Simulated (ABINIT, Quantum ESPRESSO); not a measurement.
NaI: electronic dielectric constant by level of theory

**What was measured.** The electronic dielectric constant of NaI (Fm-3m) is reported as 3.01 (a printed reference work). The runs below try to reproduce it.

The structure is cubic, space group Fm-3m (No. 225). Conventional cell: a = 6.473 Å, b = 6.473 Å, c = 6.473 Å, α = 90.00°, β = 90.00°, γ = 90.00°. I (site symmetry m-3m) is surrounded by 6 Na at 3.24 Å. Na (site symmetry m-3m) has 6 I at 3.24 Å as nearest neighbours.

```csv
rung,level,program and potentials,cutoff (eV),k mesh,smearing,task,spin,core time,chip,electronic dielectric constant,miss,notes
LDA,LDA,"Quantum ESPRESSO, GBRV 1.5 LDA",612,"6 × 6 × 6, shifted",fixed,dielectric tensor,off,2.6 min,Intel Xeon Platinum 8488C Sapphire Rapids,3.46,+15.0 %,-
GGA,AM05,"Quantum ESPRESSO, GBRV 1.5 PBE",612,"6 × 6 × 6, shifted",fixed,dielectric tensor,off,2.9 min,Intel Xeon Platinum 8488C Sapphire Rapids,3.36,+11.6 %,potentials made for PBE
GGA,WC,"Quantum ESPRESSO, GBRV 1.5 PBE",612,"6 × 6 × 6, shifted",fixed,dielectric tensor,off,2.9 min,Intel Xeon Platinum 8488C Sapphire Rapids,3.42,+13.6 %,potentials made for PBE
GGA,PBEsol,"Quantum ESPRESSO, GBRV 1.5 PBEsol",612,"6 × 6 × 6, shifted",fixed,dielectric tensor,off,2.9 min,Intel Xeon Platinum 8488C Sapphire Rapids,3.42,+13.6 %,-
GGA,PBE,"Quantum ESPRESSO, GBRV 1.5 PBE",612,"6 × 6 × 6, shifted",fixed,dielectric tensor,off,3 min,Intel Xeon Platinum 8488C Sapphire Rapids,3.38,+12.3 %,-
GGA,BLYP,"Quantum ESPRESSO, GBRV 1.5 PBE",612,"6 × 6 × 6, shifted",fixed,dielectric tensor,off,3.1 min,Intel Xeon Platinum 8488C Sapphire Rapids,3.29,+9.3 %,potentials made for PBE
LDA,LDA,"Quantum ESPRESSO, JTH 2.0 LDA",707,"4 × 4 × 4, shifted",fixed,phonons,off,3.2 min,Arm Neoverse V1,3.66,+21.6 %,cell relaxed first (30.30 Å³/atom)
GGA,PBE,"Quantum ESPRESSO, SPMS 1.0 PBE",952,"4 × 4 × 4, shifted",fixed,phonons,off,4.7 min,Arm Neoverse V1,3.34,+11.0 %,cell relaxed first (34.98 Å³/atom)
GGA,PBE,"Quantum ESPRESSO, PseudoDojo 0.4.1 SR PBE standard",1197,"6 × 6 × 6, shifted",fixed,dielectric tensor,off,7.1 min,Arm Neoverse V1,3.38,+12.3 %,-
GGA,PBE,"ABINIT, Ansatz NC PBE",1088,"4 × 4 × 4, 4 shifts",fixed,dielectric tensor,off,14 min,Arm Neoverse V1,3.38,+12.3 %,-
GGA,PBE,"Quantum ESPRESSO, PseudoDojo 0.4 FR PBE standard",1197,"6 × 6 × 6, shifted",fixed,dielectric tensor,"SOC, no magnetisation",23 min,Arm Neoverse V2,3.41,+13.3 %,-
```

Times are single runs on shared hosts and different chips, so they are rough; meshes, cutoffs and the tasks' sizes weigh on the time. Smearing widths are in eV. The cell comes from a database and isn't always the measured one. Meshes differ between rows, which moves values too. All levels ran on this one cell, unrelaxed unless noted. Meshes are those of the run's cell of 2 atoms unless a note names another. Misses use the values as printed. Runs on faulty files, with rough fits or with known faults for this quantity aren't shown.

By rung: LDA 3.46; LDA in relaxed cells 3.66; GGA 3.29 to 3.42; GGA in relaxed cells 3.34. Measured: 3.01 (a printed reference work). Closest is BLYP (+9.3 %), and PBE misses by +11.0 % to +12.3 % on plain settings. The runs are for a static lattice, while measurements hold temperature and zero-point motion.
